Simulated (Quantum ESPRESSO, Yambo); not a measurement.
# BeTe (F-43m): changed settings of a GW run in Yambo, part 2 of 2

What do changed inputs do to GW on BeTe (F-43m)?

Yambo 5.3.0; PBE and many-body steps on it, plane waves. Known limits of the many-body steps: not at the basis limit; no spin-orbit coupling; coarse k mesh.

So far. Step 2 (Base): The gap on the mesh goes from 2.03 eV to 2.90 eV, a correction of +0.87 eV. Step 3 (Core charge in Vxc): Against G0W0 in Yambo (4×4×4 mesh, 232 bands, screening to 231.3 eV, Godby-Needs plasmon pole), the gap moves by −0.241 eV.

## (4) Scissors in G

Level of this step: G0W0 on PBE, plane waves, norm-conserving pseudopotentials (Yambo).

gw7.in

```
HF_and_locXC
gw0
dyson
ppa
em1d
rim_cut
RandQpts= 1000000
RandGvec= 1 RL
EXXRLvcs= 88 Ry
VXCRLvcs= 352 Ry
Chimod= "HARTREE"
% BndsRnXp
 1 | 232 |
%
NGsBlkXp= 17 Ry
% LongDrXp
 1 | 1 | 1 |
%
% GbndRnge
 1 | 232 |
%
DysSolver= "n"
ExtendOut
PPAPntXp= 27.21138 eV
% QPkrange
 1 | 1 | 13 | 16 |
 7 | 7 | 13 | 16 |
%
% GfnQP_E
 1.0 | 1.0 | 1.0 |
%
```

The run is started by

```console
$ OMP_NUM_THREADS=1 mpirun -n 4 yambo -F gw7.in -J gw7,gw2_W -C gw7 > gw7.log
```

Log:

```text
 Yambo, version 5.3.0

 [02] CORE Variables Setup
 =========================

  [... cell, symmetries and grids as in the set-up ...]

  [02.05] Energies & Occupations
  ==============================

  [X] === General ===
  [X] Electronic Temperature                        :  0.000000  0.000000 [eV K]
  [X] Bosonic    Temperature                        :  0.000000  0.000000 [eV K]
  [X] Finite Temperature mode                       : no
  [X] El. density                                   :  0.61673E+24 [cm-3]
  [X] Fermi Level                                   :  8.438418 [eV]

  [X] === Gaps and Widths ===
  [X] Conduction Band Min                           :  2.026900 [eV]
  [X] Valence Band Max                              :  0.000000 [eV]
  [X] Filled Bands                                  :  14
  [X] Empty Bands                                   :    15   549
  [X] Direct Gap                                    :  3.644779 [eV]
  [X] Direct Gap localized at k                     :  1
  [X] Indirect Gap                                  :  2.026900 [eV]
  [X] Indirect Gap between kpts                     :   1   7
  [X] Last valence band width                       :  3.120670 [eV]
  [X] 1st conduction band width                     :  3.269928 [eV]

 [03] Transferred momenta grid and indexing
 ==========================================

 IBZ Q-points                                      :   8
 BZ  Q-points                                      :   64

 K/Q-points units:
 rlu = crystal or reduced units; cc = cartesian coordinates; iku = interal k-units

 Q [1]          [rlu]:  0.000000  0.000000  0.000000
 Q [2]          [rlu]:  0.54651E-16  0.26895E-16  0.25000
 Q [3]          [rlu]: -0.10930E-15 -0.53790E-16 -0.50000
[...]
[G+QP] Last valence band width                    :  3.120670 [eV]
  [G+QP] 1st conduction band width                  :  3.269928 [eV]

  [coarse-grid] Minimum Bare Gap        [ev]:  2.026900
  [coarse-grid] Minimum Gap Correction  [ev]:  1.000000

  Eqp @ K [1]
  -158.8972 -108.9224 -108.9224 -108.9224 -100.3698  -36.2013  -36.2013  -36.2013
   -36.189      -36.189      -12.190     -0.20876E-11 -0.13534E-11   0.0000       4.6448       4.6448
    4.64478   4.70977   9.30000  11.40909  11.40909  12.27577  12.27577  12.27577
[...]
Eqp @ K [2]
[...]
Eqp @ K [3]
[...]
Eqp @ K [4]
[...]
Eqp @ K [5]
[...]
[... 2 further k-points ...]
  Eqp @ K [8]
[...]
6.59714   7.14717  11.93559  12.60859  13.93307  14.78007  17.76065  18.06179
   18.29964  18.81236  20.00209  21.23872  23.00162  23.19925  24.45713  24.60334

 [06] Dipoles
 ============

  [06.01] Setup: observables and procedures
  =========================================

 [07] Dynamic Dielectric Matrix (PPA)
 ====================================

   Sc/G bands                                       :    1  232
   Sc/G damping                                     :  0.100000 ev
   Sc bands terminator                              : no
   Sx RL components                                 :   4285

   QP @ state[ 1 ] K range                          :  1  1
   QP @ state[ 1 ] b range                          :  13  16
   QP @ state[ 2 ] K range                          :   7   7
   QP @ state[ 2 ] b range                          :  13  16
   GF energies kind                                 : Perdew, Burke & Ernzerhof(X)+Perdew, Burke & Ernzerhof(C)+ user defined corrections @E
   GF WF`s kind                                     : Perdew, Burke & Ernzerhof(X)+Perdew, Burke & Ernzerhof(C)
   Xs energies kind                                 : Perdew, Burke & Ernzerhof(X)+Perdew, Burke & Ernzerhof(C)
   Xs WF`s kind                                     : Perdew, Burke & Ernzerhof(X)+Perdew, Burke & Ernzerhof(C)

 [12] Game Over & Game summary
```

Elapsed: 2.6 min, on 4 MPI ranks of Arm Neoverse V1, shared host; peak memory 1.9 GiB; 10 min of CPU time.

Numbers from this step:

* G0W0 gap on the points computed: 2.992 eV
* starting gap on the mesh: 2.027 eV
* k of the valence top: 0, 0, 0
* k of the conduction bottom: 0, -0.5, -0.5
* least direct G0W0 gap on the computed points: 4.859 eV
* Z at the valence top: 0.8070
* Z at the conduction bottom: 0.8279

The program's own table gives 3.164 eV, which is too large where the input levels are shifted: this version takes Σc at the unshifted level E₀, yet steps from the shifted one. The value above is the Newton step from E₀, E₀ + Z(Σc + Σx − Vxc), rebuilt from the printed columns.

## (5) Exchange cutoff of one rydberg

gw8.in, as its differences from gw7.in of step 4:

```diff
@@ -8,3 +8,3 @@
 RandGvec= 1 RL
-EXXRLvcs= 88 Ry
+EXXRLvcs= 1 Ry
 VXCRLvcs= 352 Ry
@@ -28,4 +28 @@
 %
-% GfnQP_E
- 1.0 | 1.0 | 1.0 |
-%
```

The run is started by

```console
$ OMP_NUM_THREADS=1 mpirun -n 4 yambo -F gw8.in -J gw8,gw2_W -C gw8 > gw8.log
```

Log:

```text
 Yambo, version 5.3.0

 [02] CORE Variables Setup
 =========================

  [... cell, symmetries and grids as in the set-up ...]

  [02.05] Energies & Occupations
  ==============================

  [X] === General ===
  [X] Electronic Temperature                        :  0.000000  0.000000 [eV K]
  [X] Bosonic    Temperature                        :  0.000000  0.000000 [eV K]
  [X] Finite Temperature mode                       : no
  [X] El. density                                   :  0.61673E+24 [cm-3]
  [X] Fermi Level                                   :  8.438418 [eV]

  [X] === Gaps and Widths ===
  [X] Conduction Band Min                           :  2.026900 [eV]
  [X] Valence Band Max                              :  0.000000 [eV]
  [X] Filled Bands                                  :  14
  [X] Empty Bands                                   :    15   549
  [X] Direct Gap                                    :  3.644779 [eV]
  [X] Direct Gap localized at k                     :  1
  [X] Indirect Gap                                  :  2.026900 [eV]
  [X] Indirect Gap between kpts                     :   1   7
  [X] Last valence band width                       :  3.120670 [eV]
  [X] 1st conduction band width                     :  3.269928 [eV]

 [03] Transferred momenta grid and indexing
 ==========================================

 IBZ Q-points                                      :   8
 BZ  Q-points                                      :   64

 K/Q-points units:
 rlu = crystal or reduced units; cc = cartesian coordinates; iku = interal k-units

 Q [1]          [rlu]:  0.000000  0.000000  0.000000
 Q [2]          [rlu]:  0.54651E-16  0.26895E-16  0.25000
 Q [3]          [rlu]: -0.10930E-15 -0.53790E-16 -0.50000
[...]
Q [7]          [rlu]: -0.91171E-17 -0.50000     -0.50000
 Q [8]          [rlu]:  0.250000 -0.500000 -0.250000

 [04] Coloumb potential Random Integration (RIM)
 ===============================================

 Summary of Coulomb integrals for non-metallic bands |Q|[au] RIM/Bare

 Q [1] 0.100000E-4 0.997530 * Q [2] 0.254239 1.068480
 Q [4] 0.293569 1.066792 * Q [6] 0.415170 1.029814
 Q [5] 0.486830 1.022655 * Q [3] 0.508477 1.020683
 Q [7] 0.587139 1.017590 * Q [8] 0.656441 1.014612

 [WARNING] [Xp] User bands 1-232 break level degeneracy

 [05] Dipoles
 ============

  [05.01] Setup: observables and procedures
  =========================================

 [06] Dynamic Dielectric Matrix (PPA)
 ====================================

   Sc/G bands                                       :    1  232
   Sc/G damping                                     :  0.100000 ev
   Sc bands terminator                              : no
   Sx RL components                                 :   9

   QP @ state[ 1 ] K range                          :  1  1
   QP @ state[ 1 ] b range                          :  13  16
   QP @ state[ 2 ] K range                          :   7   7
   QP @ state[ 2 ] b range                          :  13  16
   GF energies kind                                 : Perdew, Burke & Ernzerhof(X)+Perdew, Burke & Ernzerhof(C)
   GF WF`s kind                                     : Perdew, Burke & Ernzerhof(X)+Perdew, Burke & Ernzerhof(C)
   Xs energies kind                                 : Perdew, Burke & Ernzerhof(X)+Perdew, Burke & Ernzerhof(C)
   Xs WF`s kind                                     : Perdew, Burke & Ernzerhof(X)+Perdew, Burke & Ernzerhof(C)

 [11] Game Over & Game summary
```

Elapsed: 2.6 min, on 4 MPI ranks; peak memory 1.9 GiB; 10 min of CPU time.

The run ended normally, though the input holds a fault or crude settings.

The fault put into this input: exchange cutoff of one rydberg. It printed a gap of 0.71 eV, an artefact of the input.

## (6) Side by side

Times are wall times on 4 MPI ranks of Arm Neoverse V1, shared host, good to a factor of about two.

| run | mesh | bands | screening cutoff (eV) | DFT gap (eV) | gap on the mesh (eV) | direct (eV) | time |
| --- | --- | --- | --- | --- | --- | --- | --- |
| base | 4×4×4 | 232 | 231.3 | 2.027 | 2.895 | 4.748 | 6 min |
| core charge in Vxc | 4×4×4 | 232 | 231.3 | 2.027 | 2.654 | 4.467 | 2.6 min |
| scissors in G | 4×4×4 | 232 | 231.3 | 2.027 | 2.992 | 4.859 | 2.6 min |

## (7) What came out

* base: 2.895 eV
* core charge in Vxc: 2.654 eV
* scissors in G: 2.992 eV
* known limits: not at the basis limit; no spin-orbit coupling; coarse k mesh

In words: Core charge in Vxc: −0.241 eV against base (keys changed: UseNLCC). Scissors in G: +0.096 eV against base (keys changed: GfnQP_E). Bands and cutoff are finite, so the gap is not at the basis limit. The miss can reach some tenths of an eV and take either sign; the mesh is an error of its own. In the G0W0 runs levels were corrected at 2 k points alone, so a gap called «on the mesh» is the least over those, and an edge elsewhere would be missed. The 4×4×4 mesh is coarse for this cell, which bears on the long-range parts of exchange and screening. The many-body steps are scalar-relativistic: spin-orbit coupling is not in them.

[Paths, hosts, dates, memory and timing lines, banners, echoed tables and standing remarks are left out of the program output.]

[Logs are printed without paths, hosts, clocks, repeated set-up lines and the standing remarks that a program may print on its own settings, such as how far it seeks lower states.]

[Runs of the session that timed out or met a known fault of the program may be left out.]

[Hosts, paths, dates, database ids (printed as entryN), source tags and the programs' standing remarks are cut or masked in the printed files.]
